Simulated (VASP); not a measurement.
# PbSe (Clausthalite) (Fm-3m) in VASP: further runs

The runs below take PbSe (Clausthalite) through band structure, with r2SCAN, PBE, TB-mBJ.

Everything below comes from runs of VASP 6.6.1. Logs are shortened: lines on timing, memory, paths and dates and some standing lists are left out, and cuts for length are marked.

**Experimental background.**

A printed reference work, monograph reports, for a bulk crystal of PbSe at 4.2 K: band gap 0.15 eV (direct).

The runs below are set against these values where they give the same quantity.

### 1 The crystal as given

The structure is cubic, space group Fm-3m (No. 225). Conventional cell: a = 6.104 Å, b = 6.104 Å, c = 6.104 Å, α = 90.00°, β = 90.00°, γ = 90.00°. Pb (site symmetry m-3m) has 6 Se at 3.05 Å as nearest neighbours. Se (site symmetry m-3m) is surrounded by 6 Pb at 3.05 Å.

### 2 Band structure, r2SCAN

Contents of INCAR:

```
SYSTEM = PbSe
PREC = Accurate
ENCUT = 520
EDIFF = 1E-6
ISMEAR = 0
SIGMA = 0.03
LREAL = .FALSE.
LASPH = .TRUE.
NELM = 80
ALGO = Normal
ISIF = 2
LWAVE = .FALSE.
LCHARG = .FALSE.
METAGGA = R2SCAN
LMIXTAU = .TRUE.
```

Contents of KPOINTS:

```
regular mesh
0
G
  8 8 8
  0 0 0
```

Contents of POSCAR:

```
PbSe                                    
1.0
    0.0000000000      3.0519897379      3.0519897379
    3.0519897379      0.0000000000      3.0519897379
    3.0519897379      3.0519897379      0.0000000000
  Pb              Se            
     1     1
Direct
     0.0000000000000000    0.0000000000000000    0.0000000000000000
     0.5000000000000000    0.5000000000000000    0.5000000000000000
```

Contents of KPOINTS_OPT:

```
explicit points
252
Reciprocal
 0.0000000000  0.0000000000  0.0000000000 1
 0.0357142857  0.0000000000  0.0357142857 1
 0.0714285714  0.0000000000  0.0714285714 1
 0.1071428571  0.0000000000  0.1071428571 1
 0.1428571429  0.0000000000  0.1428571429 1
 0.1785714286  0.0000000000  0.1785714286 1
[... 244 lines left out ...]
 0.4879444600  0.0120555400  0.5000000000 1
 0.5120555400 -0.0120555400  0.5000000000 1
```

Potentials or basis: VASP PAW PBE potentials, release 64 (Pb_d, Se).

The run is started by

```sh
$ cat potpaw_PBE.64/Pb_d/POTCAR potpaw_PBE.64/Se/POTCAR > POTCAR
$ mpirun -np 1 vasp_std > vasp.out
```

OUTCAR:

```text
SYSTEM = PbSe
   PREC = Accurate
   ENCUT = 520
   EDIFF = 1E-6
   ISMEAR = 0
   LREAL = .FALSE.
   LASPH = .TRUE.
   NELM = 80
   ISIF = 2
   METAGGA = R2SCAN

 ion  position               nearest neighbor table
   1  0.000  0.000  0.000-   2 3.05   2 3.05   2 3.05   2 3.05   2 3.05   2 3.05
   2  0.500  0.500  0.500-   1 3.05   1 3.05   1 3.05   1 3.05   1 3.05   1 3.05

  LATTYP: Found a face centered cubic cell.
 ALAT       =     6.1039794758

  Lattice vectors:

 A1 = (   0.0000000000,   3.0519897379,   3.0519897379)
 A2 = (   3.0519897379,   0.0000000000,   3.0519897379)
 A3 = (   3.0519897379,   3.0519897379,   0.0000000000)

Analysis of symmetry for initial positions (statically):
=====================================================================
 Subroutine PRICEL returns:
 Original cell was already a primitive cell.

 Routine SETGRP: Setting up the symmetry group for a
 face centered cubic supercell.

 Subroutine GETGRP returns: Found 48 space group operations
 (whereof 48 operations were pure point group operations)
 out of a pool of 48 trial point group operations.

The static configuration has the point symmetry O_h .

Analysis of symmetry for dynamics (positions and initial velocities):
=====================================================================
 Subroutine PRICEL returns:
 Original cell was already a primitive cell.

 Routine SETGRP: Setting up the symmetry group for a
 face centered cubic supercell.

 Subroutine GETGRP returns: Found 48 space group operations
 (whereof 48 operations were pure point group operations)
 out of a pool of 48 trial point group operations.

The dynamic configuration has the point symmetry O_h .

 Subroutine INISYM returns: Found 48 space group operations
 (whereof 48 operations are pure point group operations),
 and found     1 'primitive' translations

----------------------------------------------------------------------------------------

                                     Primitive cell

  volume of cell :      56.8564

  direct lattice vectors                    reciprocal lattice vectors
     0.000000000  3.051989738  3.051989738    -0.163827550  0.163827550  0.163827550
     3.051989738  0.000000000  3.051989738     0.163827550 -0.163827550  0.163827550
     3.051989738  3.051989738  0.000000000     0.163827550  0.163827550 -0.163827550

  length of vectors
     4.316165280  4.316165280  4.316165280     0.283757639  0.283757639  0.283757639

  position of ions in fractional coordinates (direct lattice)
     0.000000000  0.000000000  0.000000000
     0.500000000  0.500000000  0.500000000

[... 89 lines left out ...]
   EMIN   =  10.00;   EMAX   =-10.00  energy-range for DOS
   EFERMI =   0.00;   METHOD = LEGACY
   ISMEAR =     0;   SIGMA  =   0.03  broadening in eV -4-tet -1-fermi 0-gaus
   EFERMI_NEDOS =   21; number of points for ismear=-14 and -15
   IALGO  =     38    algorithm
   IMIX   =      4    mixing-type and parameters
     AMIX     =   0.40;   BMIX     =  1.00
     AMIX_MAG =   1.60;   BMIX_MAG =  1.00
  volume/ion in A,a.u.               =      28.43       191.84
  Fermi-wavevector in a.u.,A,eV,Ry     =   1.155647  2.183856 18.170844  1.335519
  Thomas-Fermi vector in A             =   2.292274
   LORBIT       =      0    0 simple, 1 ext, 2 COOP (PROOUT), +10 PAW based schemes
   METAGGA = R2SCAN    functional components
   LHFCALC =     F    Hartree Fock is set to
   AEXX    =    0.0000 exact exchange contribution
   IVDW    =     0    specifies the selected vdW correction
   LEPSILON=     F    determine dielectric tensor
   LRPA    =     F    only Hartree local field effects (RPA)
 non-spin polarized calculation
 Gauss-broadening in eV      SIGMA  =   0.03
  energy-cutoff  :      520.00
  volume of cell :       56.86
 maximum number of plane-waves:      1543
   NGX = 17   NGY = 17   NGZ = 17

 number of electron      20.0000003 magnetization

 Free energy of the ion-electron system (eV)
  ---------------------------------------------------
  ext. energy  EPLUGINS =         0.00000000
  ---------------------------------------------------
  free energy    TOTEN  =       -71.92602758 eV

  energy without entropy =      -71.92602758  energy(sigma->0) =      -71.92602758

 E-fermi :   5.1853     XC(G=0): -10.1106

 val. band max:        5.0393198690   @ k =   0.5000   0.0000   0.0000
 cond. band min:       5.5879496663   @ k =   0.5000   0.0000   0.0000
 fundamental gap:      0.5486297973
 Fermi energy:         5.1853287679

 k-point     1 :       0.0000    0.0000    0.0000
  band No.  band energies     occupation
      1     -12.4555      2.00000
      2     -12.4555      2.00000
      3     -12.4555      2.00000
      4     -12.4529      2.00000
      5     -12.4529      2.00000
      6      -9.2015      2.00000
      7      -1.3110      2.00000
      8       2.9537      2.00000
      9       2.9537      2.00000
     10       2.9537      2.00000
     11      10.0842      0.00000
     12      10.0842      0.00000
     13      10.0842      0.00000
     14      11.9632      0.00000
[... 377 lines left out ...]
      1     -12.5192      2.00000
      2     -12.4676      2.00000
      3     -12.4446      2.00000
      4     -12.4343      2.00000
      5     -12.4188      2.00000
      6      -7.8663      2.00000
      7      -3.7424      2.00000
      8       1.5957      2.00000
      9       1.9912      2.00000
     10       4.1165      2.00000
     11       6.6689      0.00000
     12       8.7298      0.00000
     13       9.4383      0.00000
     14      13.0856      0.00000

 [... further k-points ...]

------------------------ aborting loop because EDIFF is reached ----------------------------------------

  FORCE on cell =-STRESS in cart. coord.  units (eV):
  Direction    XX          YY          ZZ          XY          YZ          ZX
  --------------------------------------------------------------------------------------
  -------------------------------------------------------------------------------------
  Total        0.7177096      0.7177096      0.7177096     -0.0000000     -0.0000000      0.0000000
  in kB       20.2246100     20.2246100     20.2246100     -0.0000000     -0.0000000      0.0000000
  external PRESSURE =      20.2246100 kB  Pullay stress =       0.0000000 kB

 VOLUME and BASIS-vectors are now :
 -----------------------------------------------------------------------------
  energy-cutoff  :      520.00
  volume of cell :       56.86
      direct lattice vectors                 reciprocal lattice vectors
     0.000000000  3.051989738  3.051989738    -0.163827550  0.163827550  0.163827550
     3.051989738  0.000000000  3.051989738     0.163827550 -0.163827550  0.163827550
     3.051989738  3.051989738  0.000000000     0.163827550  0.163827550 -0.163827550

 POSITION                                       TOTAL-FORCE (eV/Angst)
 -----------------------------------------------------------------------------------
      0.00000      0.00000      0.00000         0.000000      0.000000     -0.000000
      3.05199      3.05199      3.05199        -0.000000     -0.000000      0.000000
 -----------------------------------------------------------------------------------
    total drift:                                0.000000     -0.000000     -0.000000

  FREE ENERGIE OF THE ION-ELECTRON SYSTEM (eV)
  ---------------------------------------------------
  free  energy   TOTEN  =       -71.9260275820 eV

  energy  without entropy=      -71.9260275820  energy(sigma->0) =      -71.92602758
```

OSZICAR:

```text
N       E                     dE             d eps       ncg     rms          rms(c)
DAV:   1     0.958477835605E+02    0.95848E+02   -0.99505E+03   812   0.151E+03
DAV:   2    -0.642021698482E+02   -0.16005E+03   -0.15712E+03   866   0.360E+02
DAV:   3    -0.763673266597E+02   -0.12165E+02   -0.12062E+02  1058   0.106E+02
DAV:   4    -0.766453779300E+02   -0.27805E+00   -0.27793E+00   882   0.189E+01
DAV:   5    -0.766552092940E+02   -0.98314E-02   -0.98312E-02  1106   0.359E+00    0.304E+00
DAV:   6    -0.717120142298E+02    0.49432E+01   -0.25245E+00   962   0.313E+01    0.226E+00
DAV:   7    -0.718242117433E+02   -0.11220E+00   -0.82777E-01   812   0.114E+01    0.126E+00
DAV:   8    -0.717806377616E+02    0.43574E-01   -0.79158E-01   812   0.659E+00    0.590E-01
DAV:   9    -0.719057938747E+02   -0.12516E+00   -0.11335E-01   812   0.289E+00    0.426E-01
DAV:  10    -0.719064573917E+02   -0.66352E-03   -0.44372E-02   910   0.178E+00    0.103E-01
[... 78 further cycles ...]
DAV:   8    -0.395488142367E+04   -0.13773E-05      694
DAV:   9    -0.395488142413E+04   -0.45211E-06      598
       N       E                     dE             ncg
DAV:   1     0.675249361014E+04   -0.12897E+05      560
DAV:   2     0.362795273537E+04   -0.31245E+04      566
DAV:   3     0.340676204594E+04   -0.22119E+03      800
DAV:   4     0.340208988390E+04   -0.46722E+01      584
DAV:   5     0.340191655854E+04   -0.17333E+00      740
DAV:   6     0.340190651992E+04   -0.10039E-01      690
DAV:   7     0.340190645729E+04   -0.62624E-04      806
DAV:   8     0.340190645657E+04   -0.72554E-06      400
```

stdout:

```text
POSCAR found type information on POSCAR PbSe
 POSCAR found :  2 types and       2 ions
 scaLAPACK will be used
 -----------------------------------------------------------------------------
|                                                                             |
|                                                                             |
|     You enforced a specific xc type in the INCAR file but a different       |
|     I HOPE YOU KNOW WHAT YOU ARE DOING!                                     |
|                                                                             |
 -----------------------------------------------------------------------------

 LDA part: xc-table for (None), standard interpolation
 POSCAR, INCAR and KPOINTS ok, starting setup
 FFT: planning ... GRIDC
 FFT: planning ... GRID_SOFT
 FFT: planning ... GRID
 WAVECAR not read
 entering main loop
 Start KPOINTS_OPT (optional k-point list driver)
k-point batch [1-29\252]
k-point batch [30-58\252]
k-point batch [59-87\252]
k-point batch [88-116\252]
k-point batch [117-145\252]
k-point batch [146-174\252]
k-point batch [175-203\252]
k-point batch [204-232\252]
k-point batch [233-252\252]
```

Wall time 4 min (1 thread of Intel Xeon Platinum 8259CL at 2.50GHz (Skylake/Cascade Lake), shared host); peak memory 0.2 GiB.

What came out:

| Quantity | Value |
| --- | --- |
| Free energy | -71.9260 eV |
| Pressure | 2.0 GPa |
| Band gap on the k mesh | 0.55 eV, direct |
| Band gap along the path | 0.55 eV, direct |

Levels at the corners of the path, in eV from the valence-band top:
| point | band 6 | band 7 | band 8 | band 9 | band 10 | band 11 | band 12 | band 13 | band 14 |
| --- | --- | --- | --- | --- | --- | --- | --- | --- | --- |
| Γ | -14.24 | -6.35 | -2.09 | -2.09 | -2.09 | 5.04 | 5.04 | 5.04 | 6.92 |
| X | -12.70 | -7.58 | -5.24 | -3.46 | -3.46 | 3.97 | 6.01 | 6.01 | 6.50 |
| X | -12.70 | -7.58 | -5.24 | -3.46 | -3.46 | 3.97 | 6.01 | 6.01 | 6.50 |
| W | -12.68 | -8.28 | -4.47 | -4.47 | -0.91 | 2.14 | 5.30 | 5.30 | 8.20 |
| W | -12.68 | -8.28 | -4.47 | -4.47 | -0.91 | 2.14 | 5.30 | 5.30 | 8.20 |
| K | -12.72 | -8.31 | -4.83 | -2.94 | -2.52 | 3.69 | 4.29 | 5.83 | 6.21 |
| K | -12.72 | -8.31 | -4.83 | -2.94 | -2.52 | 3.69 | 4.29 | 5.83 | 6.21 |
| Γ | -14.24 | -6.35 | -2.09 | -2.09 | -2.09 | 5.04 | 5.04 | 5.04 | 6.92 |
| Γ | -14.24 | -6.35 | -2.09 | -2.09 | -2.09 | 5.04 | 5.04 | 5.04 | 6.92 |
| L | -13.12 | -9.13 | -1.66 | -1.66 | 0.00 | 0.55 | 1.88 | 1.88 | 9.09 |
| L | -13.12 | -9.13 | -1.66 | -1.66 | 0.00 | 0.55 | 1.88 | 1.88 | 9.09 |
| U | -12.72 | -8.31 | -4.83 | -2.94 | -2.52 | 3.69 | 4.29 | 5.83 | 6.21 |
| U | -12.72 | -8.31 | -4.83 | -2.94 | -2.52 | 3.69 | 4.29 | 5.83 | 6.21 |
| W | -12.68 | -8.28 | -4.47 | -4.47 | -0.91 | 2.14 | 5.30 | 5.30 | 8.20 |
| W | -12.68 | -8.28 | -4.47 | -4.47 | -0.91 | 2.14 | 5.30 | 5.30 | 8.20 |
| L | -13.12 | -9.13 | -1.66 | -1.66 | 0.00 | 0.55 | 1.88 | 1.88 | 9.09 |
| L | -13.12 | -9.13 | -1.66 | -1.66 | 0.00 | 0.55 | 1.88 | 1.88 | 9.09 |
| K | -12.72 | -8.31 | -4.83 | -2.94 | -2.52 | 3.69 | 4.29 | 5.83 | 6.21 |
| U | -12.72 | -8.31 | -4.83 | -2.94 | -2.52 | 3.69 | 4.29 | 5.83 | 6.21 |
| X | -12.70 | -7.58 | -5.24 | -3.46 | -3.46 | 3.97 | 6.01 | 6.01 | 6.50 |

Caveat: the PAW data sets were made with another functional, which shifts forces and pressure a little; spin-orbit coupling is left out, which as a rule narrows the gap of such compounds by several tenths of an eV.

(Part 1 of 2 ends here.)
